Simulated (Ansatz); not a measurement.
**CuO: rattling a relaxed structure**

Level of theory: Ansatz 0.2.0, DFT PBE, scalar-relativistic, plane waves, PAW. Cutoff 420 eV; k points 22×22×22 on the computed 2-atom cell (Γ-centred); Gaussian smearing, width 0.10 eV; no spin polarisation.

The cell below (2 atoms, F-43m (No. 216)) is relaxed within its symmetry. It is a trial structure, and others of CuO can lie lower.

```yaml
crystal:
  lattice:
    - [0.00000, 2.26164, 2.26164]
    - [2.26164, 0.00000, 2.26164]
    - [2.26164, 2.26164, 0.00000]
  atoms:
    - { symbol: Cu, position: [0.00000, 0.00000, 0.00000] }
    - { symbol: O, position: [0.75000, 0.75000, 0.75000] }
```

For the test a repeat of it with 8 atoms was strained at random by about 1.5 %, the atoms were moved at random (σ = 0.05 Å), and all was relaxed without symmetry on a coarse k mesh of 8×6×6 with 0.1 eV smearing. The unmoved cell, run with the same settings, is the reference; differences of a few meV/atom aren't resolved.

(1) Is the structure stable against such a distortion?

Answers

(1) It returns to F-43m (No. 216) at a loose tolerance of 0.1 Å (at 0.01 Å I-4m2 (No. 119), so small displacements are left), within 1 meV/atom of the reference. So it is a local minimum, stable against the distortions that fit this cell and this draw; softer or longer ones aren't excluded.

Cost: 3 runs of about 13 core-minutes in all, on Arm Neoverse V1 (shared hosts).